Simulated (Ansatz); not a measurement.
Runs of Ansatz 0.2.0 on C. The cell holds a slab with vacuum, 8 atoms: a = 2.470 Å, b = 2.470 Å, c = 25.219 Å, α = 90.00°, β = 90.00°, γ = 120.00°. The slab is cut from a database's or a generator's crystal, which needn't be the stable form of the element.

| task | level | cutoff (eV) | gap on the mesh (eV) | largest force (eV/Å) | work function (eV) |
| --- | --- | --- | --- | --- | --- |
| projected density of states | revPBE | 420 | 0.01 | (b) | 4.19 |
| projected density of states | r2SCAN | 500 | 0.01 | 0.62 | (c) |
| projected density of states | PBE | 420 | 0.01 | 0.63 | 4.30 |
| projected density of states | LDA | 420 | 0.01 | 0.62 | 4.60 |
| projected density of states | BLYP | 420 | 0.01 | 0.67 | (a) |
| projected density of states | RPBE | 420 | 0.01 | 0.65 | 4.18 |
| projected density of states | PBEsol | 420 | 0.01 | 0.60 | 4.38 |
| single point | PBE | 420 | 0.01 | 0.63 | 4.30 |

Alike in all rows: potentials or basis Ansatz PAW; no spin polarisation; cell the (0 0 1) slab of C, cut from the database cell, not relaxed; k mesh 12 × 12 × 1; smearing fermi-dirac 0.05 eV.

**Question.** Estimate the missing entries.

**Answer.** (a) 3.98; (b) 0.64; (c) 4.35.

Caveats: the density of states is complete only up to the lowest level of the last band computed (some runs); the PAW data sets come from PBE, with cores solved anew for the run's functional, which leaves a small shift of forces and pressure (some runs); the potentials were made for another functional, which shifts forces and pressure (some runs).

A k mesh can miss the band edges.

Not every run made on this cell is shown here.
